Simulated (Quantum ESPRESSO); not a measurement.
**TiAl3 under changes of volume**

One of the cells (15.634 Å³/atom); the others are scaled copies at fixed shape and fractional positions:

```
Ti Al
1.0
    -1.91111    1.91111    4.28067
     1.91111   -1.91111    4.28067
     1.91111    1.91111   -4.28067
Ti Al
1 3
Cartesian
  0.0000 0.0000 0.0000
  1.9111 0.0000 2.1403
  0.0000 1.9111 2.1403
  0.0000 0.0000 4.2807
```

The cell comes from a database or a generator and needn't be the stable form of this composition.

```yaml
Program: Quantum ESPRESSO 7.5
Functional: LDA
Potentials_or_basis: GBRV 1.5 LDA
Cutoff: 612 eV
Density_cutoff: 4898 eV
k_mesh: 10 × 10 × 10
Occupations: fermi-dirac, width 0.05 eV
Spin: no spin polarisation
```

```tsv
volume (Å³/atom)	energy over the lowest point (meV/atom)	pressure (GPa)
14.696	4.39	3.6
15.009	0.00	0.9
15.322	0.54	-1.5
15.634	5.52	-3.6
15.947	14.47	-5.5
16.260	27.03	-7.3
16.572	?	?
```

Problem. What does the run at 16.572 Å³/atom give?

Solution. Energy over the lowest point 42.83 meV/atom; pressure -8.9 GPa.

Worked out: A Birch-Murnaghan fit of order 3 (a polynomial in V^(-2/3)) to the other rows has its minimum at 15.13 Å³/atom with B0 = V·E''(V) = 117 GPa and B' = 4.2 at fixed shape and positions, which overstates the stiffness. It gives 42.75 meV/atom at 16.572 Å³/atom, against the run's 42.83, and -dE/dV = -8.8 GPa, against -8.9.

Energies are extrapolated to zero smearing.
